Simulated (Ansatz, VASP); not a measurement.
**Ga26N27 (V_Ga): VASP beside Ansatz**

Wanted: the spread between two codes on one cell, functional and k mesh. The cell is taken from a series of runs on this material, whose earlier steps may have relaxed, scaled, displaced or heated it; both programs get it as it stands.

Program: Ansatz 0.2.0. Level of theory: plane waves, with VASP 6.6.1 beside it; single point at r2SCAN. Results are calculated unless marked as measured.

### Step 1. The structure

The cell holds 53 atoms: 26 Ga and 27 N. Its edges and angles: a = 9.542 Å, b = 9.542 Å, c = 9.542 Å, α = 60.0°, β = 60.0°, γ = 60.0°. It derives from GaN (GaN (F-43m)). Nearest the centre at fractional (0.333, 0.667, 0.667): N44 at 2.07 Å, N43 at 2.15 Å, N41 at 2.15 Å, N35 at 2.20 Å, Ga12 at 3.15 Å, Ga26 at 3.15 Å, Ga16 at 3.15 Å, Ga11 at 3.18 Å.

Coordinates:

```xyz
53
Lattice="0.0000 6.7473 6.7473 6.7473 0.0000 6.7473 6.7473 6.7473 0.0000" Properties=species:S:1:pos:R:3 pbc="T T T"
Ga    6.7435    0.0033    6.7440
Ga    8.9934    2.2518    6.7438
Ga    4.5129    4.4883    0.0304
Ga    2.2462    0.0032    2.2454
Ga    4.4973    2.2536    2.2468
Ga    6.7438    4.4998    2.2448
Ga    4.5131    0.0375    4.4816
Ga    6.7438    2.2514    4.4930
Ga    8.9602   11.2291   11.2223
Ga   13.4878    9.0004    8.9938
Ga    2.2667    4.5031    2.2514
Ga   11.2219    6.7471    8.9755
Ga    2.2667    2.2579    4.4968
Ga    4.4940    4.5009    4.4944
Ga    6.7383    6.7281    4.4916
Ga   11.2220    8.9822    6.7406
Ga    6.7381    4.4981    6.7214
Ga    6.7461    4.5006   11.2412
Ga    8.9938    6.7507   11.2401
Ga   11.2438    8.9986   11.2379
Ga    2.2466    4.4995    6.7440
Ga    4.4959    6.7505    6.7438
Ga    6.7480    9.0010    6.7653
Ga    4.4964    4.4975    8.9922
Ga    6.7479    6.7723    8.9946
Ga    8.9931    8.9804    8.9738
N     1.1218    1.1285    1.1219
N     3.3723    3.3739    1.1246
N     5.6241    5.6257    1.1260
N     3.3724    1.1315    3.3671
N     5.6199    3.3772    3.3704
N     7.8654    5.6239    3.3656
N     5.6243    1.1329    5.6190
N     7.8655    3.3723    5.6173
N    10.2602    5.4812    5.4741
N     1.1238    3.3762    3.3695
N     3.3747    5.6244    3.3750
N     5.6206    7.8714    3.3703
N     3.3747    3.3816    5.6178
N     5.6143    5.6230    5.6164
N     7.7526    7.9880    5.5015
N     5.6207    3.3771    7.8649
N     7.7524    5.5078    7.9817
N    10.1927    7.9479    7.9413
N     1.1219    5.6265    5.6198
N     3.3714    7.8760    5.6198
N     5.6198   10.1242    5.6213
N     3.3714    5.6265    7.8693
N     5.6168    7.8778    7.8710
N     7.8682   10.1281    7.8728
N     5.6199    5.6280   10.1175
N     7.8684    7.8795   10.1214
N    10.1162   10.1252   10.1185
```

### Step 2. Ansatz: single point, r2SCAN

Ansatz runs on its PAW soft_1 files.

With cell and atoms fixed, the geometry can't cause a difference; cores, projectors, grids and the points listed under the comparison can.

The input, input.yaml:

```yaml
crystal:
  checkpoint: "../q0_M1.relax.run"
  host: checkpoint
basis:
  ecutwfc: 500
  xc_grid: 2
hamiltonian:
  xc: r2scan
  pseudopotentials: { kind: paw, azcp: { folder: soft_1 } }
kpoints:
  mp_grid: { grid: [2, 2, 2], shift: [0.5, 0.5, 0.5] }
magnetization:
  spin_polarized: true
  initial_magnetization: 1
  spin_locking: { lock_magnetization: hard }
scf:
  occupations: { method: fermi_dirac, width: 0.01 }
  max_iter: 80
output:
  forces: true
  eigenvalues: true
  charged_corrections:
    epsilon: 6.0
    static_epsilon: 10.56
    defect_position: [0.333333, 0.666667, 0.666667]
  eigenstates: { localisation: true }
  populations: true
  efg: {}
checkpoint:
  read: "../q0_M1.relax.run"
  write: "../q0_M1.point.run"
  compress: false
  write_wavefunctions: false
  write_every: 100000
```

Started as:

```
$ ansatz run input.yaml --threads 4 --pin off --max-ram 15073MiB --backend cpu --events-out ev --progress --plain --runs-dir out
```

Numbers of over 12 decimals in the logs are rounded to 6 here.

Output:

```text
Warning: This run holds its total moment fixed (magnetization.spin_locking.lock_magnetization: hard) and mixes its density by anderson or broyden (scf.mixing.algorithm, typed or taken by auto). Slabs with a fixed moment have converged under broyden above another state at the same moment, at the default mixing steps and at smaller ones, and under scf.lower_state_search: standard, light or off a state that such a mixer [...]
crystal.checkpoint: the structure is that of <dir>, a `relax` run, at its step 6: its result, under r2scan at a charge of 0 e; 53 atoms read, 0 with a starting moment; crystal.structure_sha256 for this input is
Engine: ansatz 0.2.0, aarch64-unknown-linux-gnu
Pseudopotentials: kind: paw
Pseudopotential: Ga, paw, valence charge 13, recommended cutoff 500 eV (meta_gga), soft_1/Ga.paw.azcp
Pseudopotential: N, paw, valence charge 5, recommended cutoff 500 eV (meta_gga), soft_1/N.paw.azcp
Functional definition: r2SCAN
  parameter k0 = 0.174
  parameter k1 = 0.065
  parameter a1 = 4.9479
  exchange = r2scan_x(k0 = k0, k1 = k1, a1 = a1)
  correlation = r2scan_c
Crystal: 53 atoms, lattice volume = 614.353 Å³
Basis set: ecut = 500 eV, 15593 PW (Γ), exchange–correlation on 144×144×144 points (8 copies of the dense FFT grid, shifted against one another)
Bands: 290, of which v1, the nominal top of the filled ones, is band 237 counted from 1 (236 counted from 0)
Symmetry: 1 space group operations
Space group: P1 (ITA 1), of the structure as read, at distance tolerance 8.5e-5 Å
Magnetic group: BNS 1.1 (UNI 1), of the structure as read, at distance tolerance 8.5e-5 Å
k-points: 4 of 8 (time reversal used)
Non-local potential: Ga, projectors of the file, l = 0: 2, l = 1: 2, l = 2: 3, l = 3: 1
Non-local potential: N, projectors of the file, l = 0: 2, l = 1: 2, l = 2: 1
PAW form: soft (Blöchl's): semilocal exchange-correlation on the pseudo side does not see the compensation charge
PAW frozen core: Ga, regenerated for the run's functional (the file was generated under x = pbe(κ = 0.804, μ = 0.219515), c = pbe(β = 0.066725))
PAW frozen core: N, regenerated for the run's functional (the file was generated under x = pbe(κ = 0.804, μ = 0.219515), c = pbe(β = 0.066725))
PAW one-centre angular grid: Ga, 590 points (default); XC on 160 Gauss nodes
PAW one-centre angular grid: N, 302 points (default); XC on 160 Gauss nodes
Initial density: read from a saved state, or passed on in memory by an earlier SCF of this step, an earlier step, the calling program or the single point that the run made first
Stability of the state it starts from, as read at its close in the collinear treatment: not read, because the mixer in use, unlike msr1, does not test its closes by its own steps (another_mixer); its run was given moments
Starting moments: Σ|m| = 1 μB on 53 of 53 sites; this step starts from the density that it was given
Initial wavefunctions: those read from a saved state, or passed on in memory by an earlier step or the calling program
Functional: x = r2scan, c = r2scan; τ floored in thin density (d = 2e-4 eV/Å³)
iter 1 solved again at ethr=4.77e-12 eV; its pass at ethr=3.10e-3 eV (dr2=2.26e-8 eV) is discarded
SCF iter   1: F=—  HF=-108964.448040 eV  |F-HF|=—  |Δ(HF+E_count)|=         —  Δρ=9.94e-7 (↑7.14e-7 ↓9.94e-7)  dr2=2.25e-8  dr2_τ=1.06e-10  dr2_m=3.68e-10  M=1.000 μB ∫|m|=3.203 μB  β_m=1.20  ethr=4.77e-12  ⟨swp⟩=1.0  Hψ=6456  notcnv=0
preconditioner: auto → Resta (q_TF=auto, 2.612 Å⁻¹)  ε∞=4.6  [insulator: Δε(μ)=0.591 eV  Ē_g=17.292 eV  σ=0.010 eV  W_gap=1.00  n_scr=168 (ndim 8)  ℏωp=32.6 eV  f_vac=0.018  D(μ)=0.00/eV (n_scr^D=0)  ε∞_Penn≈4.6]
spin=Collinear: Resta preconditioning applied to the charge; magnetization (m = ρ↑ − ρ↓) channel mixes plain (no charge-response kernel on spin).
SCF iter   2: F=-108964.448040 eV  HF=-108964.448040 eV  |F-HF|=4.32e-9  |Δ(HF+E_count)|=   3.71e-9  Δρ=6.11e-7 (↑5.66e-7 ↓6.11e-7)  dr2=1.17e-8  dr2_τ=5.65e-11  dr2_m=3.18e-11  M=1.000 μB ∫|m|=3.203 μB  ethr=4.76e-12  ⟨swp⟩=3.0  Hψ=4289  notcnv=0
SCF 1 converged in 2 iterations: F = -108964.448040 eV  dr2 = 1.17e-8
  greatest PAW one-centre occupation: 0.994 electrons in one spin orbital (limit 2), on the Ga atom at site 51 (counted from 0), in its partial waves of l = 2
this state was not tested for a lower state beside it, because the mixer in use, unlike msr1, does not test its closes by its own steps (another_mixer; see scf.mixing.algorithm and scf.lower_state_search)
SCF converged after 2 iterations
[...]
k-point 2 ↑: bands = [... 233 lower, 8.4250, 8.4632, 8.6544, 8.7579, 10.1289, 12.9343, 13.3010, 13.5359, ... 49 higher]
  k-point 3 ↓: bands = [... 233 lower, 8.5231, 8.6617, 8.9751, 9.9136, 10.2739, 12.9536, 13.3019, 13.5633, ... 49 higher]
--- Löwdin populations: 53 sites ---
  site symbol       q [e]    m [muB]
     0     Ga     12.1594     0.0000
     1      N      5.8052    -0.0032
     2     Ga     12.1586    -0.0000
     3      N      5.8080     0.0002
     4     Ga     12.1565     0.0254
     5      N      5.8082    -0.0003
     6     Ga     12.1586    -0.0000
     7      N      5.8081     0.0002
     8     Ga     12.1640    -0.0006
     9      N      5.8072    -0.0001
    10     Ga     12.1637    -0.0004
    11      N      5.8088    -0.0003
    12     Ga     12.1565     0.0254
    13      N      5.8082    -0.0003
    14     Ga     12.1638    -0.0004
    15      N      5.8088    -0.0003
    16     Ga     12.1573     0.0260
    17      N      5.5535    -0.8607
    18     Ga     12.1600    -0.0081
    19      N      5.7938     0.0844
    20     Ga     12.1590    -0.0240
    21      N      5.8085    -0.0004
    22     Ga     12.1645    -0.0165
    23      N      5.7917     0.0900
[...]
45     Ga     12.1579    -0.0246
    46      N      5.8079    -0.0012
    47     Ga     12.1605    -0.0013
    48      N      5.7939    -0.0091
    49     Ga     12.1578    -0.0246
    50      N      5.8079    -0.0012
    51     Ga     12.1625    -0.0159
    52      N      5.7960    -0.0366
  spilling = 0.001741 (of n_electrons = 473.000000)
```

### Step 3. VASP: single point, r2SCAN

The same cell, functional, mesh and smearing now go to VASP, with its own data sets.

Lines of VASP's logs that name or quote its potential files are left out, and so is its time.

The input, INCAR:

```
SYSTEM = Ga26N27
PREC = Accurate
ENCUT = 580
EDIFF = 1E-06
NELM = 200
ISMEAR = -1
SIGMA = 0.01
LREAL = Auto
ALGO = Normal
METAGGA = R2SCAN
LASPH = .TRUE.
NBANDS = 274
ISPIN = 2
MAGMOM = -0 -0 0 -0 -0 -0 0 -0 -0 -0 0 0 0 -0 0 0 0 -0 0 -0 0 0 -0 -0 -0 -0 -0 0 -0 0 -0 -0 -0 -0 -0.6 0.07 -0 0.07 -0 -0 0.49 0.07 0.49 0.28 0 0 -0.01 0 -0 -0 -0.01 -0 -0.03
LORBIT = 11
LWAVE = .FALSE.
LCHARG = .FALSE.
ISIF = 2
ISYM = 0
NUPDOWN = 1
GGA_COMPAT = .FALSE.
LMIXTAU = .TRUE.
```

The input, POSCAR:

```
Ga26N27
1.0
    0.0000000000      6.7472908298      6.7472908298
    6.7472908298      0.0000000000      6.7472908298
    6.7472908298      6.7472908298      0.0000000000
Ga N
26 27
Direct
    0.0002784149      0.9992285699      0.0002103859
    0.0001555183      0.9993231414      0.3335716442
    0.0004300205      0.0040723299      0.6647764575
    0.0001733347      0.3326070932      0.0002941755
    0.0002314708      0.3327666776      0.3337730750
    0.0000562495      0.3326384304      0.6668452510
    0.0004391610      0.6637649558      0.0051118381
    0.0000412496      0.6658499948      0.3336396385
    0.9997487827      0.6634868139      0.6644827432
    0.3339415490      0.9990093828      0.9999837862
    0.3325654762      0.0011086144      0.3348282244
    0.3335156010      0.9967223572      0.6664553253
    0.3325807716      0.3338828896      0.0020529844
    0.3335678595      0.3325398114      0.3335037235
    0.3320957615      0.3335980274      0.6650627888
    0.3335342602      0.6654805827      0.9976986025
    0.3320834664      0.6640799395      0.3345627977
    0.6666140233      0.9994247915      0.0004025122
    0.6667179289      0.9991526179      0.3337901332
    0.6663967355      0.9991495624      0.6672648878
    0.6667067546      0.3328092723      0.0001477443
    0.6668157149      0.3326623713      0.3336576384
    0.6682959568      0.3343797733      0.6657227731
    0.6664357901      0.6662724667      0.0001239396
    0.6683481793      0.6647254979      0.3353591175
    0.6640565534      0.6659283850      0.6669136050
    0.0836285482      0.0826395541      0.0836194681
    0.0834557802      0.0832150424      0.4165815791
    0.0835590446      0.0833296019      0.7502082024
    0.0834553186      0.4155741670      0.0842410536
    0.0835639721      0.4159604023      0.4169565684
    0.0832980630      0.4155153918      0.7502022536
    0.0835616262      0.7492236207      0.0843371883
    0.0832999499      0.7492201782      0.4165077649
    0.0515133269      0.7597945684      0.7608383976
    0.4166044517      0.0827816689      0.0837691848
    0.4168112841      0.0833903961      0.4167665287
    0.4165437305      0.0829532335      0.7500561325
    0.4168143121      0.4157908009      0.0843642404
    0.4168429611      0.4155539555      0.4165345832
    0.4251215149      0.3902389796      0.7587615067
    0.4165598756      0.7490736020      0.0839518208
    0.4251380977      0.7578039639      0.3911643038
    0.4221313449      0.7548270748      0.7558078725
    0.7502603360      0.0826436338      0.0836245779
    0.7502597773      0.0826344262      0.4170259011
    0.7503437529      0.0827705327      0.7501328994
    0.7502562652      0.4160402479      0.0836287543
    0.7508271678      0.4157202896      0.4167258868
    0.7508672379      0.4159466893      0.7501877530
    0.7503421984      0.7491414535      0.0837733895
    0.7508582366      0.7492137025      0.4169426699
    0.7504862032      0.7491525604      0.7501495085
```

The input, KPOINTS:

```
Points of the shifted mesh
8
Reciprocal
 0.2500000000  0.2500000000  0.2500000000 1
 0.2500000000  0.2500000000  0.7500000000 1
 0.2500000000  0.7500000000  0.2500000000 1
 0.2500000000  0.7500000000  0.7500000000 1
 0.7500000000  0.2500000000  0.2500000000 1
 0.7500000000  0.2500000000  0.7500000000 1
 0.7500000000  0.7500000000  0.2500000000 1
 0.7500000000  0.7500000000  0.7500000000 1
```

Potentials, in the order of the species: Ga_d and N (PBE family, release 64).

Started as:

```
$ export OMP_NUM_THREADS=3
$ mpirun -np 1 vasp_std
```

Output:

```text
[banner, memory and clock lines left out]
running    1 mpi-ranks, on    1 nodes
[...]
Offloading initialized ...    1 GPUs detected
[...]
|                                                                             |
|               ----> ADVICE to this user running VASP <----                  |
|                                                                             |
|     You enforced a specific xc type in the INCAR file but a different       |
|     [... a line on the potential file left out ...]
|     I HOPE YOU KNOW WHAT YOU ARE DOING!                                     |
|                                                                             |

 LDA part: xc-table for (None), standard interpolation
 POSCAR, INCAR and KPOINTS ok, starting setup
[...]
entering main loop
       N       E                     dE             d eps       ncg     rms          rms(c)
DAV:   1     0.944384917358E+04    0.94438E+04   -0.18424E+05  8936   0.350E+03
DAV:   2     0.191941930202E+04   -0.75244E+04   -0.71876E+04  8768   0.102E+03
DAV:   3    -0.322759771601E+03   -0.22422E+04   -0.21193E+04 10360   0.355E+02
DAV:   4    -0.657653140221E+03   -0.33489E+03   -0.32355E+03  9784   0.136E+02
[...]
DAV:  19    -0.572412656576E+03   -0.10528E-04   -0.10172E-04 10832   0.368E-02    0.828E-03
DAV:  20    -0.572412658970E+03   -0.23948E-05   -0.18026E-05 10336   0.254E-02    0.668E-03
DAV:  21    -0.572412659643E+03   -0.67248E-06   -0.23459E-06  5896   0.246E-02
   1 F= -.57241266E+03 E0= -.57241266E+03  d E =-.120661E-12  mag=     1.0000
```

Parts of OUTCAR (step 3):

```text
  FREE ENERGIE OF THE ION-ELECTRON SYSTEM (eV)
  ---------------------------------------------------
  free  energy   TOTEN  =      -572.4126596428 eV

  energy  without entropy=     -572.4126596428  energy(sigma->0) =     -572.41265964

 magnetization (x)
# of ion       s       p       d       tot
------------------------------------------
    1        0.000   0.000  -0.000  -0.000
    2        0.000  -0.000  -0.000  -0.000
    3        0.006   0.014  -0.009   0.010
    4        0.000  -0.000  -0.000  -0.000
    5       -0.000  -0.000  -0.000  -0.001
    6       -0.000  -0.000  -0.000  -0.000
    7        0.006   0.014  -0.009   0.010
    8       -0.000  -0.000  -0.000  -0.000
    9        0.006   0.013  -0.010   0.008
   10       -0.002  -0.003   0.001  -0.003
   11       -0.006  -0.009   0.010  -0.005
   12       -0.004  -0.003   0.007   0.000
   13       -0.006  -0.009   0.010  -0.005
[...]
--------------------------------------------------
tot          0.003   0.701   0.046   0.751

[... 1 further part left out ...]
```

The run ends at a pressure of 1.95 GPa, with forces up to 0.086 eV/Å.

### Step 4. Side by side

Known differences besides the potentials themselves: VASP starts from the moments at which Ansatz ended; VASP keeps PBE cores, Ansatz makes them for the functional; the cutoff is 500 eV in Ansatz and 580 eV in VASP (PREC = Accurate, projectors in real space); site moments are counted in spheres of each program's own size. Total energies have different zeros and are not compared.

Compared:

```csv
quantity,Ansatz,VASP,difference
"total moment, fixed by the input (μB)",1.00,1.00,0.00
moment on N35 (μB),-0.60,-0.56,-0.03
moment on N43 (μB),0.49,0.47,+0.02
moment on N41 (μB),0.49,0.47,+0.02
moment on N44 (μB),0.28,0.26,+0.02
moment on N38 (μB),0.07,0.07,+0.01
moment on N42 (μB),0.07,0.07,+0.01
moment on N36 (μB),0.07,0.06,+0.01
```

At this near-relaxed geometry the largest component of a force difference is 45 meV/Å.

### Step 5. What came out

```
r.m.s. force difference (single point, r2SCAN) : 12 meV/Å
```

The r.m.s. force difference is 12 meV/Å (single point, r2SCAN), at about the 12 meV/Å picked in this series as the mark of a large difference. What causes the difference of the single point, r2SCAN pair stays open here. How closely two codes agree says nothing of how well the functional describes the real material.

[Lines on the potential files, build, host, timing and source positions are cut from VASP's logs without a mark.]

[Logs are printed without paths, hosts, clocks, repeated set-up lines and the standing remarks that a program may print on its own settings, such as how far it seeks lower states.]

[Hosts, paths, dates, database ids (printed as entryN), source tags and the programs' standing remarks are cut or masked in the printed files.]
